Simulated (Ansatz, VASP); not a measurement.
**HfO2 in VASP and in Ansatz**

The input INCAR:

```
ALGO     = Normal         # electronic algorithm
EDIFF    = 1E-8           # SCF threshold, eV
ENCUT    = 520            # plane-wave cutoff, eV
GGA      = PE             # functional
ISIF     = 2              # what is computed and relaxed
ISMEAR   = -1             # smearing method
LASPH    = T              # aspherical terms in the spheres
LCHARG   = F              # write CHGCAR
LEFG     = T            
LREAL    = F              # projectors in reciprocal space
LWAVE    = F              # write WAVECAR
NBANDS   = 18             # bands
NELM     = 80             # most SCF steps
PREC     = Accurate       # precision mode
SIGMA    = 0.01           # smearing width, eV
```

File KPOINTS:

```
k-points
0
Gamma
  9 9 9
```

POSCAR

```
HfO2
1.0
    0.0000000000      2.5575000000      2.5575000000
    2.5575000000      0.0000000000      2.5575000000
    2.5575000000      2.5575000000      0.0000000000
Hf O
1 2
Direct
    0.0000000000      0.0000000000      0.0000000000
    0.2500000000      0.2500000000      0.2500000000
    0.7500000000      0.7500000000      0.7500000000
```

Input for Ansatz:

```yaml
crystal:
  lattice:
    - [0.0, 2.5575, 2.5575]
    - [2.5575, 0.0, 2.5575]
    - [2.5575, 2.5575, 0.0]
  atoms:
    - { symbol: Hf, position: [0.0, 0.0, 0.0] }
    - { symbol: O, position: [0.25, 0.25, 0.25] }
    - { symbol: O, position: [0.75, 0.75, 0.75] }
kpoints:
  mp_grid: { grid: [9, 9, 9] }
  band_path:
    path:
      - [0.0, 0.0, 0.0]
      - [0.5, 0.0, 0.5]
      - [0.625, 0.25, 0.625]
      - [0.375, 0.375, 0.75]
      - [0.0, 0.0, 0.0]
      - [0.5, 0.5, 0.5]
      - [0.5, 0.25, 0.75]
      - [0.5, 0.0, 0.5]
    npoints: 8
scf:
  occupations: { method: fermi_dirac, width: 0.01 }
hamiltonian:
  xc: pbe
  pseudopotentials: { kind: paw }
output:
  forces: true
  stress: true
  eigenvalues: true
  efg: { contact_densities: true }
  populations: true
  bader: true
  dos: { projected: true, de: 0.2, e_range: [-14, 8] }
```

Alike in both runs: task electric field gradients; functional PBE; k mesh 9 × 9 × 9; occupations fermi-dirac, width 0.01 eV; no spin polarisation.

|  | VASP | Ansatz |
| --- | --- | --- |
| version | VASP 6.6.1 | Ansatz 0.2.0 |
| potentials or method | VASP PAW PBE potentials, release 64 (Hf_pv, O) | PAW with Ansatz's default frozen-core files, scalar-relativistic |
| plane-wave cutoff (eV) | 520 | 420 |
| valence electrons in the cell | 22 | 38 |

Ansatz gave:

* gap on the k mesh at the Fermi level (eV): 3.83
* pressure (GPa): -2.5
* Vzz of the field gradient on the site that differs most (V/Å²): 0.0

Task: What did VASP give for the same quantities?

Result: gap on the k mesh at the Fermi level (eV): 3.84; pressure (GPa): -6.0; Vzz of the field gradient on the site that differs most (V/Å²): 0.0.

The two sets of potentials don't hold the same shells in valence. Ansatz warned: «gradients_without_spin_orbit».

Caveats: spin-orbit coupling is left out, which moves the levels of the heavy elements; an odd mesh through Γ misses points on the zone boundary, where band edges often lie. Expect the measured gap to be larger: semilocal functionals such as PBE lack the derivative discontinuity.
